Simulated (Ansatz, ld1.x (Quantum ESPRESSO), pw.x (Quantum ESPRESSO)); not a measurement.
# From atom to crystal: TM potential for ruthenium (Ru)

ruthenium, norm-conserving Troullier–Martins (Kleinman–Bylander form), made with ld1.x (Quantum ESPRESSO) 7.5 (PBE, scalar-relativistic). Core [Kr], reference 4d7 5s0.75 5p0 (charge +0.25). Waves: 5s (bound): rc 2.55 bohr; 4d (bound): rc 1.85 bohr; 5p (bound, empty): rc 2.90 bohr. Local part: the p channel. Core correction: a·sin(br)/r model core inside 1.30 bohr.

Crystal test: bcc Ru in pw.x 7.5, no spin, 15³ k-points, Fermi–Dirac smearing 0.01 Ry, cutoffs 70/280 Ry. The reference is all-electron LAPW (Ansatz 0.2.0) with the same functional, mesh and smearing; V0 and B0 come from Birch–Murnaghan fits to the pressures at five volumes. Errors are pseudo minus all-electron; Δ is the rms difference of the E(V) curves that follow from these fits, minima aligned, over ±6 % about the mean V0. Mesh and smearing are coarse, so the numbers serve the comparison and aren't converged zero-temperature values; the lattice is a test structure that the element need not adopt.

```json
{"V (Å³/atom)": "13.482", "P all-electron (GPa)": "18.03", "P pseudo (GPa)": "71.59"}
{"V (Å³/atom)": "13.837", "P all-electron (GPa)": "9.23", "P pseudo (GPa)": "57.26"}
{"V (Å³/atom)": "14.192", "P all-electron (GPa)": "1.63", "P pseudo (GPa)": "44.80"}
{"V (Å³/atom)": "14.547", "P all-electron (GPa)": "-4.93", "P pseudo (GPa)": "33.96"}
{"V (Å³/atom)": "14.902", "P all-electron (GPa)": "-10.59", "P pseudo (GPa)": "24.52"}
```

All-electron: a0 = 3.056 Å (V0 = 14.28 Å³/atom), B0 = 274.2 GPa.

Pseudopotential: mean pressure error (GPa): +43.75. The pressure does not cross zero within the volumes sampled, so no fit is given. The largest radius (2.90 bohr) exceeds half the bond length (2.50 bohr), so the spheres overlap, which is one possible source of error among others. This is a poor potential for the solid. Atomic configuration tests: 1 of 7 tests not solved or not reliable.

Problem. At the middle volume, how do free energy and pressure move when the wave cutoff is lowered (ecutrho kept at four times it)?

Solution.

```tsv
cutoff (Ry)	shift of F (meV/atom)	shift of P (GPa)
32	+3252.6	-153.43
42	+385.0	-29.61
56	+3.7	-0.22
```

The run at the middle volume (120 k-points, 7 iterations) took about 15 s on one core of a shared host (Neoverse-V1, 32 threads, 247 GiB, load 21).
